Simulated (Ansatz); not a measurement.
A nudged elastic band was laid between two geometries of a periodic cell of 17 atoms, Si16H (host Si, host structure diamond, interstitial H), cell charge +1.

Theory: DFT PBE, scalar-relativistic, plane waves, PAW (Ansatz 0.2.0). Settings: cutoff 420 eV, k mesh 2x2x2, gaussian smearing 0.02 eV, no spin polarisation.

```
movable images  : 3
climbing image  : yes
spring          : 5.0 eV/Å²
optimiser       : quadratic models (default)
start path      : IDPP
force threshold : 0.05 eV/Å
iteration limit : 37
end points      : relaxed
```

Initial state:

```xyz
17
Lattice="0.0000 5.4300 5.4300 5.4300 0.0000 5.4300 5.4300 5.4300 0.0000" Properties=species:S:1:pos:R:3
Si 0.076 -0.010 0.128
Si 1.362 1.370 1.512
Si 2.713 2.663 0.106
Si 3.865 4.281 1.303
Si 2.734 -0.005 2.815
Si 4.064 1.294 4.240
Si 5.561 2.584 3.000
Si 6.836 4.103 4.219
Si -0.022 2.745 2.793
Si 1.354 4.097 4.109
Si 2.567 5.583 2.754
Si 4.047 6.805 4.107
Si 2.724 2.775 5.474
Si 4.062 4.088 6.867
Si 5.365 5.432 5.472
Si 6.684 6.893 6.737
H 4.397 3.643 2.675
```

Final state:

```xyz
17
Lattice="0.0000 5.4300 5.4300 5.4300 0.0000 5.4300 5.4300 5.4300 0.0000" Properties=species:S:1:pos:R:3
Si 0.043 -0.001 -0.001
Si 1.321 1.384 1.384
Si 2.650 2.729 -0.013
Si 3.992 4.148 1.280
Si 2.650 -0.013 2.729
Si 3.992 1.280 4.148
Si 5.407 2.715 2.715
Si 6.683 4.114 4.114
Si -0.066 2.714 2.714
Si 1.321 4.044 4.044
Si 2.651 5.441 2.700
Si 3.977 6.807 4.052
Si 2.651 2.700 5.441
Si 3.977 4.052 6.807
Si 5.286 5.431 5.431
Si 6.684 6.747 6.747
H 3.827 2.716 2.716
```

Q: Which bonds break or form, and what moves?

A: Contacts lost: Si4–H17. The atom that moves furthest is H17, by 1.09 Å.

Q: Give the energies along the band, and the barrier.

A: The run converged. The highest image is number 4 of 0 to 4, 0.36 eV above the first end and 0.00 eV above the last; the last end lies 0.36 eV above the first. The highest image is an end point: on this band no image between the ends rises above it. Limits of this set-up: coarse k mesh, charged cell in a uniform background, uncorrected.

```
image  path coordinate (Å)  energy (eV)  Si4–H17 (Å)
    0                 0.00         0.00         1.60
    1                 0.43         0.00         1.61
    2                 0.86         0.09         1.69
    3                 1.30         0.36         2.01
    4                 1.32         0.36         2.03
```

The run took 8.2 min on 1 thread of Intel(R) Xeon(R) Platinum 8259CL CPU @ 2.50GHz (Skylake/Cascade Lake) (shared host), peak memory 0.84 GiB.
